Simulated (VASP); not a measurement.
# BaTiO3 (Pm-3m) in VASP: further runs

Runs on BaTiO3. Level: PBEsol. Tasks: dielectric tensor.

Everything below comes from runs of VASP 6.6.1. Logs are shortened: lines on timing, memory, paths and dates and some standing lists are left out, and cuts for length are marked.

### 1 The crystal as given

It takes space group Pm-3m (No. 221, cubic). The conventional cell has a = 4.006 Å, b = 4.006 Å, c = 4.006 Å, α = 90.00°, β = 90.00°, γ = 90.00°. Around Ba (site symmetry m-3m) lie 12 O at 2.83 Å. Ti (site symmetry m-3m) has 6 O at 2.00 Å as nearest neighbours. O (site symmetry 4/mmm) is surrounded by 2 Ti at 2.00 Å.

### 2 Dielectric tensor, PBEsol

The input, INCAR:

```
PREC = Accurate
ENCUT = 460
EDIFF = 1E-8
ISMEAR = 0
SIGMA = 0.01
LREAL = False
LASPH = True
NELM = 100
ALGO = Normal
ISIF = 2
LWAVE = False
LCHARG = False
GGA = PS
LEPSILON = True
```

The input, KPOINTS:

```
Automatic mesh
0
Gamma
  3 3 3
```

The input, POSCAR:

```
BaTiO3
1.0
    4.0060000000      0.0000000000      0.0000000000
    0.0000000000      4.0060000000      0.0000000000
    0.0000000000      0.0000000000      4.0060000000
Ba Ti O
1 1 3
Direct
    0.5000000000      0.5000000000      0.5000000000
    0.0000000000      0.0000000000      0.0000000000
    0.0000000000      0.0000000000      0.5000000000
    0.0000000000      0.5000000000      0.0000000000
    0.5000000000      0.0000000000      0.0000000000
```

Potentials or basis: VASP PAW PBE potentials, release 64 (Ba_sv, Ti_sv, O).

On the command line:

```bash
$ cat potpaw_PBE.64/Ba_sv/POTCAR potpaw_PBE.64/Ti_sv/POTCAR potpaw_PBE.64/O/POTCAR > POTCAR
$ mpirun -np 1 vasp_std > vasp.out
```

OUTCAR:

```text
PREC = Accurate
   ENCUT = 460
   EDIFF = 1E-8
   ISMEAR = 0
   LREAL = False
   LASPH = True
   NELM = 100
   ISIF = 2
   GGA = PS
   LEPSILON = True

 Found      4 irreducible k-points:

 Following reciprocal coordinates:
            Coordinates               Weight
  0.000000  0.000000  0.000000      1.000000
  0.333333  0.000000  0.000000      6.000000
  0.333333  0.333333  0.000000     12.000000
  0.333333  0.333333  0.333333      8.000000
   k-points           NKPTS =      4   k-points in BZ     NKDIM =      4   number of bands    NBANDS=     24
   number of dos      NEDOS =    301   number of ions     NIONS =      5
   total plane-waves  NPLWV =  21952
   dimension x,y,z NGX =    28 NGY =   28 NGZ =   28
   dimension x,y,z NGXF=    56 NGYF=   56 NGZF=   56
   ions per type =               1   1   3
   NGX,Y,Z   is equivalent  to a cutoff of  11.62, 11.62, 11.62 a.u.
   NGXF,Y,Z  is equivalent  to a cutoff of  23.24, 23.24, 23.24 a.u.
 SYSTEM =  unknown system
   PREC   = accura    normal or accurate (medium, high low for compatibility)
   ISTART =      0    job   : 0-new  1-cont  2-samecut
   ICHARG =      2    charge: 1-file 2-atom 10-const
   ISPIN  =      1    spin polarized calculation?
   LNONCOLLINEAR =      F non collinear calculations
   LSORBIT =      F    spin-orbit coupling
   LASPH  =      T    aspherical Exc in radial PAW
   ENCUT  =  460.0 eV  33.81 Ry    5.81 a.u.   7.01  7.01  7.01*2*pi/ulx,y,z
   NELM   =    100;   NELMIN=  2; NELMDL= -5     # of ELM steps
   EDIFF  = 0.1E-07   stopping-criterion for ELM
   LREAL  =      F    real-space projection
   EDIFFG = 0.1E-06   stopping-criterion for IOM
   NSW    =      0    number of steps for IOM
   IBRION =     -1    ionic relax: 0-MD 1-quasi-New 2-CG
   NFREE  =      0    steps in history (QN), initial steepest desc. (CG)
   ISIF   =      2    stress and relaxation
   ISYM   =      2    0-nonsym 1-usesym 2-fastsym
   POTIM  = 0.5000    time-step for ionic-motion
   TEBEG  =    0.0;   TEEND  =   0.0 temperature during run
   PSTRESS=    0.0 pullay stress
   NELECT =      40.0000    total number of electrons
   NUPDOWN=      -1.0000    fix difference up-down
   EMIN   =  10.00;   EMAX   =-10.00  energy-range for DOS
   EFERMI =   0.00;   METHOD = LEGACY
   ISMEAR =     0;   SIGMA  =   0.01  broadening in eV -4-tet -1-fermi 0-gaus
   EFERMI_NEDOS =   21; number of points for ismear=-14 and -15
   IALGO  =     38    algorithm
   IMIX   =      4    mixing-type and parameters
     AMIX     =   0.40;   BMIX     =  1.00
     AMIX_MAG =   1.60;   BMIX_MAG =  1.00
  volume/ion in A,a.u.               =      12.86        86.77
  Fermi-wavevector in a.u.,A,eV,Ry     =   1.397603  2.641087 26.576187  1.953295
  Thomas-Fermi vector in A             =   2.520843
   LORBIT       =      0    0 simple, 1 ext, 2 COOP (PROOUT), +10 PAW based schemes
   GGA     = PS    functional components
   LHFCALC =     F    Hartree Fock is set to
   AEXX    =    0.0000 exact exchange contribution
   IVDW    =     0    specifies the selected vdW correction
   LEPSILON=     T    determine dielectric tensor
   LRPA    =     F    only Hartree local field effects (RPA)
 non-spin polarized calculation
 Gauss-broadening in eV      SIGMA  =   0.01
  energy-cutoff  :      460.00
  volume of cell :       64.29
 maximum number of plane-waves:      1463
   NGX = 15   NGY = 15   NGZ = 15

--------------------------------------- Ionic step        1  -------------------------------------------

 number of electron      40.0000032 magnetization

 E-fermi :   3.6575     XC(G=0): -11.5036

 val. band max:        3.5441499707   @ k =   0.0000   0.0000   0.0000
 cond. band min:       5.3062344941   @ k =   0.0000   0.0000   0.0000
 fundamental gap:      1.7620845234
 Fermi energy:         3.6575388583

 k-point     1 :       0.0000    0.0000    0.0000
  band No.  band energies     occupation
      1     -52.7986      2.00000
      2     -29.1169      2.00000
      3     -29.1169      2.00000
      4     -29.1169      2.00000
      5     -21.0878      2.00000
      6     -13.1188      2.00000
[... 16 lines left out ...]
     23       5.3062      0.00000
     24       7.5183      0.00000

 k-point     2 :       0.3333    0.0000    0.0000
  band No.  band energies     occupation
      1     -52.7978      2.00000
      2     -29.1560      2.00000
      3     -29.1153      2.00000
      4     -29.1153      2.00000
      5     -20.9976      2.00000
      6     -13.2671      2.00000
[... 16 lines left out ...]
     23       6.7096      0.00000
     24       7.5242      0.00000

 k-point     3 :       0.3333    0.3333    0.0000
  band No.  band energies     occupation
      1     -52.7971      2.00000
      2     -29.1540      2.00000
      3     -29.1534      2.00000
      4     -29.1139      2.00000
      5     -20.9313      2.00000
      6     -12.9907      2.00000
[... 16 lines left out ...]
     23       7.0823      0.00000
     24       8.2561      0.00000

 k-point     4 :       0.3333    0.3333    0.3333
  band No.  band energies     occupation
      1     -52.7964      2.00000
      2     -29.1522      2.00000
      3     -29.1516      2.00000
      4     -29.1516      2.00000
      5     -20.8752      2.00000
      6     -12.6297      2.00000
[... 16 lines left out ...]
     23       7.2797      0.00000
     24      10.3397      0.00000

  FORCE on cell =-STRESS in cart. coord.  units (eV):
  Direction    XX          YY          ZZ          XY          YZ          ZX
  --------------------------------------------------------------------------------------
  -------------------------------------------------------------------------------------
  Total       -1.3470356     -1.3470356     -1.3470356     -0.0000000      0.0000000     -0.0000000
  in kB      -33.5704232    -33.5704232    -33.5704232     -0.0000000      0.0000000     -0.0000000
  external PRESSURE =     -33.5704232 kB  Pullay stress =       0.0000000 kB

 VOLUME and BASIS-vectors are now :
 -----------------------------------------------------------------------------
  energy-cutoff  :      460.00
  volume of cell :       64.29
      direct lattice vectors                 reciprocal lattice vectors
     4.006000000  0.000000000  0.000000000     0.249625562  0.000000000  0.000000000
     0.000000000  4.006000000  0.000000000     0.000000000  0.249625562  0.000000000
     0.000000000  0.000000000  4.006000000     0.000000000  0.000000000  0.249625562

 POSITION                                       TOTAL-FORCE (eV/Angst)
 -----------------------------------------------------------------------------------
      2.00300      2.00300      2.00300         0.000000      0.000000      0.000000
      0.00000      0.00000      0.00000         0.000000      0.000000      0.000000
      0.00000      0.00000      2.00300         0.000000      0.000000      0.000000
      0.00000      2.00300      0.00000         0.000000      0.000000      0.000000
      2.00300      0.00000      0.00000         0.000000      0.000000      0.000000
 -----------------------------------------------------------------------------------
    total drift:                               -0.000000      0.000000     -0.000000

  FREE ENERGIE OF THE ION-ELECTRON SYSTEM (eV)
  ---------------------------------------------------
  free  energy   TOTEN  =       -41.8781839576 eV

  energy  without entropy=      -41.8781839576  energy(sigma->0) =      -41.87818396

 HEAD OF MICROSCOPIC STATIC DIELECTRIC TENSOR (INDEPENDENT PARTICLE, excluding Hartree and local field effects)
 ------------------------------------------------------
           9.097501    -0.000000     0.000000
           0.000000     9.097501    -0.000000
           0.000000     0.000000     9.097501
 ------------------------------------------------------

 Free energy of the ion-electron system (eV)
  ---------------------------------------------------
  ---------------------------------------------------
  free energy    TOTEN  =        -1.46336341 eV

  energy without entropy =       -1.46336341

------------------------ aborting loop because EDIFF is reached ----------------------------------------

--------------------------------------- Ionic step        2  -------------------------------------------

------------------------ aborting loop because EDIFF is reached ----------------------------------------

--------------------------------------- Ionic step        3  -------------------------------------------

 Free energy of the ion-electron system (eV)
  ---------------------------------------------------
  ---------------------------------------------------
  free energy    TOTEN  =        -1.46342926 eV

  energy without entropy =       -1.46342926

------------------------ aborting loop because EDIFF is reached ----------------------------------------

 PIEZOELECTRIC TENSOR FIELD DIRECTION 3  (e Angst)
 -----------------------------------------------------------------------------
     0.00827  0.00000  0.00000           ( -0.00001  0.00000  0.00000)
     0.00000  0.00827 -0.00000           (  0.00000 -0.00001  0.00000)
    -0.00000  0.00000 -0.01531           (  0.00000  0.00000  0.00019)

 PIEZOELECTRIC TENSOR FIELD DIRECTION 3  (C/m^2)
 -----------------------------------------------------------------------------
     0.00206  0.00000  0.00000
     0.00000  0.00206 -0.00000
    -0.00000  0.00000 -0.00382

 MACROSCOPIC STATIC DIELECTRIC TENSOR (including local field effects in DFT)
 ------------------------------------------------------
           8.883814     0.000000    -0.000000
           0.000000     8.883814    -0.000000
           0.000000     0.000000     8.883814
 ------------------------------------------------------

 PIEZOELECTRIC TENSOR (including local field effects)  for field in x, y, z        (e  Angst)
          XX          YY          ZZ          XY          YZ          ZX
  --------------------------------------------------------------------------------
  x     0.00000     0.00000     0.00000     0.00000     0.00000     0.00000
  y     0.00000     0.00000     0.00000     0.00000     0.00000     0.00000
  z     0.00000     0.00000     0.00000     0.00000     0.00000     0.00000

 PIEZOELECTRIC TENSOR (including local field effects)  for field in x, y, z        (C/m^2)
          XX          YY          ZZ          XY          YZ          ZX
  --------------------------------------------------------------------------------
  x     0.00000     0.00000     0.00000     0.00000     0.00000     0.00000
  y     0.00000     0.00000     0.00000     0.00000     0.00000     0.00000
  z     0.00000     0.00000     0.00000     0.00000     0.00000     0.00000

 BORN EFFECTIVE CHARGES (including local field effects) (in |e|, cummulative output)
 ---------------------------------------------------------------------------------
 ion    1
    1     2.89983    -0.00000     0.00000
    2    -0.00000     2.89983     0.00000
    3    -0.00000     0.00000     2.89983
 ion    2
    1     9.43684    -0.00000    -0.00000
    2    -0.00000     9.43684    -0.00000
    3     0.00000     0.00000     9.43684
 ion    3
    1    -2.46125     0.00000    -0.00000
    2    -0.00000    -2.46125    -0.00000
    3     0.00000     0.00000    -7.41418
 ion    4
    1    -2.46125    -0.00000    -0.00000
    2    -0.00000    -7.41418     0.00000
    3    -0.00000    -0.00000    -2.46125
 ion    5
    1    -7.41418    -0.00000    -0.00000
    2     0.00000    -2.46125    -0.00000
    3    -0.00000    -0.00000    -2.46125
```

Run time: 4 min. Hardware: 1 thread of Intel Xeon Platinum 8259CL at 2.50GHz (Skylake/Cascade Lake), shared host; peak memory 0.17 GiB.

These settings aren't checked as converged: the numbers below hold their error.

Results:

- Band gap on the k mesh: 1.76 eV, direct
- Electronic dielectric tensor (diagonal): 8.88
- Born charges (mean of the diagonal): Ba +2.90; Ti +9.44; O -4.11 e

Caveat: the k mesh is coarse (spacing up to 0.52 Å⁻¹), so the values aren't converged; the cutoff is under 1.25 times the usual one of these potentials, so pressure, stress and relaxed cells hold a basis-set (Pulay) error; the PAW data sets were made with another functional, which shifts forces and pressure a little; spin-orbit coupling is left out, which moves the levels of the heavy elements; an odd mesh through Γ misses points on the zone boundary, where band edges often lie.

### 3 Dielectric tensor, PBEsol

INCAR: that of step 2 with these lines changed.

```diff
@@ -1,3 +1,3 @@
 PREC = Accurate
-ENCUT = 460
+ENCUT = 400
 EDIFF = 1E-8
```

The input, KPOINTS:

```
Automatic mesh
0
Gamma
  4 4 4
```

POSCAR is that of step 2.

Potentials or basis: VASP PAW PBE potentials, release 64 (Ba_sv, Ti_sv, O).

On the command line:

```bash
$ cat potpaw_PBE.64/Ba_sv/POTCAR potpaw_PBE.64/Ti_sv/POTCAR potpaw_PBE.64/O/POTCAR > POTCAR
$ mpirun -np 1 vasp_std > vasp.out
```

OUTCAR:

```text
PREC = Accurate
   ENCUT = 400
   EDIFF = 1E-8
   ISMEAR = 0
   LREAL = False
   LASPH = True
   NELM = 100
   ISIF = 2
   GGA = PS
   LEPSILON = True

 Found     10 irreducible k-points:

 Following reciprocal coordinates:
            Coordinates               Weight
  0.000000  0.000000  0.000000      1.000000
  0.250000  0.000000  0.000000      6.000000
  0.500000  0.000000  0.000000      3.000000
  0.250000  0.250000  0.000000     12.000000
  0.500000  0.250000  0.000000     12.000000
  0.500000  0.500000  0.000000      3.000000
   k-points           NKPTS =     10   k-points in BZ     NKDIM =     10   number of bands    NBANDS=     24
   number of dos      NEDOS =    301   number of ions     NIONS =      5
   total plane-waves  NPLWV =  21952
   dimension x,y,z NGX =    28 NGY =   28 NGZ =   28
   dimension x,y,z NGXF=    56 NGYF=   56 NGZF=   56
   ions per type =               1   1   3
   NGX,Y,Z   is equivalent  to a cutoff of  11.62, 11.62, 11.62 a.u.
   NGXF,Y,Z  is equivalent  to a cutoff of  23.24, 23.24, 23.24 a.u.
 SYSTEM =  unknown system
   PREC   = accura    normal or accurate (medium, high low for compatibility)
   ISTART =      0    job   : 0-new  1-cont  2-samecut
   ICHARG =      2    charge: 1-file 2-atom 10-const
   ISPIN  =      1    spin polarized calculation?
   LNONCOLLINEAR =      F non collinear calculations
   LSORBIT =      F    spin-orbit coupling
   LASPH  =      T    aspherical Exc in radial PAW
   ENCUT  =  400.0 eV  29.40 Ry    5.42 a.u.   6.53  6.53  6.53*2*pi/ulx,y,z
   NELM   =    100;   NELMIN=  2; NELMDL= -5     # of ELM steps
   EDIFF  = 0.1E-07   stopping-criterion for ELM
   LREAL  =      F    real-space projection
   EDIFFG = 0.1E-06   stopping-criterion for IOM
   NSW    =      0    number of steps for IOM
   IBRION =     -1    ionic relax: 0-MD 1-quasi-New 2-CG
   NFREE  =      0    steps in history (QN), initial steepest desc. (CG)
   ISIF   =      2    stress and relaxation
   ISYM   =      2    0-nonsym 1-usesym 2-fastsym
[... 247 lines left out ...]
  ---------------------------------------------------
  ---------------------------------------------------
  free energy    TOTEN  =        -1.19862991 eV

  energy without entropy =       -1.19862991

------------------------ aborting loop because EDIFF is reached ----------------------------------------

--------------------------------------- Ionic step        2  -------------------------------------------

------------------------ aborting loop because EDIFF is reached ----------------------------------------

--------------------------------------- Ionic step        3  -------------------------------------------

 Free energy of the ion-electron system (eV)
  ---------------------------------------------------
  ---------------------------------------------------
  free energy    TOTEN  =        -1.19860018 eV

  energy without entropy =       -1.19860018

------------------------ aborting loop because EDIFF is reached ----------------------------------------

 PIEZOELECTRIC TENSOR FIELD DIRECTION 3  (e Angst)
 -----------------------------------------------------------------------------
     0.00690  0.00000  0.00000           ( -0.00002  0.00000 -0.00000)
     0.00000  0.00690 -0.00000           (  0.00000 -0.00002  0.00000)
     0.00000  0.00000 -0.01234           ( -0.00000  0.00000  0.00025)

 PIEZOELECTRIC TENSOR FIELD DIRECTION 3  (C/m^2)
 -----------------------------------------------------------------------------
     0.00172  0.00000  0.00000
     0.00000  0.00172 -0.00000
     0.00000  0.00000 -0.00308

 MACROSCOPIC STATIC DIELECTRIC TENSOR (including local field effects in DFT)
 ------------------------------------------------------
           7.438466     0.000000    -0.000000
           0.000000     7.438466    -0.000000
           0.000000     0.000000     7.438466
 ------------------------------------------------------

 PIEZOELECTRIC TENSOR (including local field effects)  for field in x, y, z        (e  Angst)
          XX          YY          ZZ          XY          YZ          ZX
  --------------------------------------------------------------------------------
  x     0.00000     0.00000     0.00000     0.00000     0.00000     0.00000
  y     0.00000     0.00000     0.00000     0.00000     0.00000     0.00000
  z     0.00000     0.00000     0.00000     0.00000     0.00000     0.00000

 PIEZOELECTRIC TENSOR (including local field effects)  for field in x, y, z        (C/m^2)
          XX          YY          ZZ          XY          YZ          ZX
  --------------------------------------------------------------------------------
  x     0.00000     0.00000     0.00000     0.00000     0.00000     0.00000
  y     0.00000     0.00000     0.00000     0.00000     0.00000     0.00000
  z     0.00000     0.00000     0.00000     0.00000     0.00000     0.00000

 BORN EFFECTIVE CHARGES (including local field effects) (in |e|, cummulative output)
 ---------------------------------------------------------------------------------
 ion    1
    1     2.78056    -0.00000    -0.00000
    2     0.00000     2.78056    -0.00000
    3    -0.00000     0.00000     2.78056
 ion    2
    1     7.97529     0.00000     0.00000
    2     0.00000     7.97529     0.00000
    3     0.00000     0.00000     7.97529
 ion    3
    1    -2.22450     0.00000    -0.00000
    2     0.00000    -2.22450     0.00000
    3    -0.00000    -0.00000    -6.30685
 ion    4
    1    -2.22450     0.00000    -0.00000
    2     0.00000    -6.30685    -0.00000
    3     0.00000    -0.00000    -2.22450
 ion    5
    1    -6.30685     0.00000    -0.00000
    2    -0.00000    -2.22450    -0.00000
    3     0.00000     0.00000    -2.22450
```

stdout:

```text
POSCAR found type information on POSCAR BaTiO
 POSCAR found :  3 types and       5 ions
 scaLAPACK will be used
 -----------------------------------------------------------------------------
|                                                                             |
[... 28 lines left out ...]
 dielectric tensor                  component  3 :    -0.255    -0.484    10.186
 Linear response to external field, progress :
  Direction:   1
 dielectric tensor                  component  1 :     7.439    -0.630    -0.406
 Linear response to external field, progress :
  Direction:   2
 dielectric tensor                  component  2 :    -0.630     7.438    -0.406
 Linear response to external field, progress :
  Direction:   3
 dielectric tensor                  component  3 :    -0.254    -0.781     7.438
 Born effective charges drift removed
```

It took 7.9 min on 1 thread of Intel Xeon Platinum 8259CL at 2.50GHz (Skylake/Cascade Lake), shared host; peak memory 0.2 GiB.

The run converged, but some of its settings lie outside the range that counts as converged, so its numbers aren't taken as properties of the crystal.

Results:

| Item | Value |
| --- | --- |
| Band gap on the k mesh | 1.67 eV, indirect (least direct gap 1.83 eV) |
| Electronic dielectric tensor (diagonal) | 7.44 |
| Born charges (mean of the diagonal) | Ba +2.78; Ti +7.98; O -3.59 e |

Caveat: the cutoff is under 1.25 times the usual one of these potentials, so pressure, stress and relaxed cells hold a basis-set (Pulay) error; the PAW data sets were made with another functional, which shifts forces and pressure a little; spin-orbit coupling is left out, which moves the levels of the heavy elements.

(Continued in part 2 of 3.)
